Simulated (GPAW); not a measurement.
## Input and output of a self-consistent single point for GeTe (R3m, 2 atoms in the cell) (GPAW)

Computed with PBE, GPAW PAW datasets PBE (gpaw-data 1.0.1) (plane waves; GPAW).

Input:

```python
from ase import Atoms
from ase.units import GPa
from gpaw import GPAW

atoms = Atoms(['Ge', 'Te'],
              cell=[[2.068523, 1.194262, 3.633407],
                    [-2.068523, 1.194262, 3.633407],
                    [0.000000, -2.388525, 3.633407]],
              positions=[[-0.000000, -0.000001, 10.815526],
                         [0.000000, -0.000001, 5.763786]],
              pbc=True)

calc = GPAW(mode={'name': 'pw', 'ecut': 600},
            xc='PBE',
            kpts={'size': (8, 8, 8), 'gamma': True},
            occupations={'name': 'fermi-dirac', 'width': 0.0},
            nbands=-6,
            convergence={'bands': -4},
            symmetry={'symmorphic': False, 'tolerance': 0.0005},
            maxiter=150)

atoms.calc = calc

energy = atoms.get_potential_energy()
print('Energy (eV):', round(energy, 6))
forces = atoms.get_forces()
print('Forces (eV/Ang):')
print(forces.round(5))
stress = atoms.get_stress()
print('Stress (GPa, Voigt):', (stress / GPa).round(4))
```

The program printed (abridged):

```
Input parameters:
  convergence: {bands: -4}
  kpts: {gamma: True,
         size: (8, 8, 8)}
  maxiter: 150
  mode: {ecut: 600,
         name: pw}
  nbands: -6
  occupations: {name: fermi-dirac,
                width: 0.0}
  symmetry: {symmorphic: False,
             tolerance: 0.0005}
  xc: PBE

species:
  Ge:
    name: Germanium
    Z: 32.0
    valence: 4
    core: 28
    charge: 0.0
    file: Ge.PBE.gz

    # Using partial waves for Ge as LCAO basis

  Te:
    name: Tellurium
    Z: 52.0
    valence: 6
    core: 46
    charge: 0.0
    file: Te.PBE.gz

    # Using partial waves for Te as LCAO basis

Reference energy: -241888.321286  # eV

Spin-paired calculation

Convergence criteria:
 Maximum [total energy] change in last 3 cyles: 0.0005 eV / valence electron
 Maximum integral of absolute [dens]ity change: 0.0001 electrons / valence electron
 Maximum integral of absolute [eigenst]ate change: 4e-08 eV^2 / valence electron
 Maximum number of scf [iter]ations: 150

Symmetries present (total): 6
Symmetries with fractional translations: 0
512 k-points: 8 x 8 x 8 Monkhorst-Pack grid + [1/16,1/16,1/16]
65 k-points in the irreducible part of the Brillouin zone
       k-points in crystal coordinates                weights
   0:     0.00000000    0.00000000    0.00000000          1/512
   1:     0.12500000    0.00000000   -0.12500000          6/512
   2:     0.12500000    0.00000000    0.00000000          6/512
   [... 7 lines left out ...]
          ...
  64:     0.50000000    0.50000000    0.50000000          1/512

Wave functions: Plane wave expansion
  Cutoff energy: 600.000 eV
  Number of coefficients (min, max): 1781, 1820
  Pulay-stress correction: 0.000000 eV/Ang^3 (de/decut=0.000000)

Occupation numbers: # Zero width

Eigensolver

Densities:
  Coarse grid: 25*25*25 grid
  Fine grid: 50*50*50 grid
  Total Charge: 0.000000

Density mixing:
  Method: separate
  Backend: pulay
  Linear mixing parameter: 0.05
  old densities: 5
  Damping of long wavelength oscillations: 50

Hamiltonian:
  XC and Coulomb potentials evaluated on a 50*50*50 grid
  External potential:
    NoExternalPotential

XC parameters: PBE with 2 nearest neighbor stencil

Number of atoms: 2
Number of atomic orbitals: 8
Number of bands in calculation: 11
Number of valence electrons: 10
Bands to converge: 7

Density initialized from atomic densities
  8 bands from LCAO basis set
  3 bands from random numbers

Atomic positions and initial magnetic moments

Positions:
   0 Ge    -0.000000   -0.000001   10.815526    ( 0.0000,  0.0000,  0.0000)
   1 Te     0.000000   -0.000001    5.763786    ( 0.0000,  0.0000,  0.0000)

Unit cell:
           periodic     x           y           z      points  spacing
  1. axis:    yes    2.068523    1.194262    3.633407    25     0.1361
  2. axis:    yes   -2.068523    1.194262    3.633407    25     0.1361
  3. axis:    yes    0.000000   -2.388525    3.633407    25     0.1361

  Lengths:   4.348183   4.348183   4.348183
  Angles:   56.812639  56.812639  56.812640

Effective grid spacing dv^(1/3) = 0.1511

     iter     time        total  log10-change:
                         energy   eigst   dens
iter:   1 --:--:--    -7.889957   +0.16
iter:   2 --:--:--    -7.893311   -0.65  -1.25
iter:   3 --:--:--    -7.891286c  -2.14  -1.26
iter:   4 --:--:--    -7.892877c  -3.18  -1.73
iter:   5 --:--:--    -7.890928c  -3.75  -1.95
iter:   6 --:--:--    -7.890968c  -5.23  -2.48
iter:   7 --:--:--    -7.890934c  -5.10  -2.59
iter:   8 --:--:--    -7.890936c  -5.85  -3.06
iter:   9 --:--:--    -7.890933c  -5.98  -3.20
iter:  10 --:--:--    -7.890932c  -7.23  -3.67
iter:  11 --:--:--    -7.890932c  -8.55c -4.04c

Converged after 11 iterations.

Dipole moment: (0.000000, -0.000003, 2.622632) |e|*Ang

Energy contributions relative to reference atoms: (reference = -241888.321286)

Kinetic:        +17.075248
Potential:      -16.623048
External:        +0.000000
XC:              -8.484059
Entropy (-ST):   +0.000000
Local:           +0.140926
SIC:             +0.000000
--------------------------
Free energy:     -7.890932
Extrapolated:    -7.890932

Showing only first 2 kpts
 Kpt  Band  Eigenvalues  Occupancy
  0     3      4.63909    2.00000
  0     4      4.63911    2.00000
  0     5      8.83933    0.00000
  0     6      9.62744    0.00000

  1     3      4.71489    2.00000
  1     4      5.47893    2.00000
  1     5      7.98992    0.00000
  1     6      8.39291    0.00000

Fermi level: 6.64170

Gap: 0.466 eV
Transition (v -> c):
  (s=0, k=36, n=4, [0.38, 0.25, 0.25]) -> (s=0, k=44, n=5, [0.50, 0.00, 0.00])
Direct/indirect transitions are different
Direct gap: 0.714 eV
Transition at: (s=0, k=44, n=4, [0.50, 0.00, 0.00])
Energy (eV): -7.890932

Forces in eV/Ang:
  0 Ge    0.00000   -0.00000    0.34459
  1 Te   -0.00000    0.00000   -0.36044

Stress tensor:
    -0.018897    -0.000000    -0.000000
    -0.000000    -0.018897    -0.000000
    -0.000000    -0.000000    -0.013589
Stress (GPa, Voigt): [-3.0277 -3.0277 -2.1772 -0.     -0.     -0.    ]
```

The run converged in 11 iterations. GPAW prints stress with tension positive.

The starting cell comes from a database of computed structures (which also holds hypothetical and non-ambient phases and stackings), without a prior relaxation at this level. Its lattice was rescaled by a random factor within 2.5 % of one. Spin-orbit coupling is off.
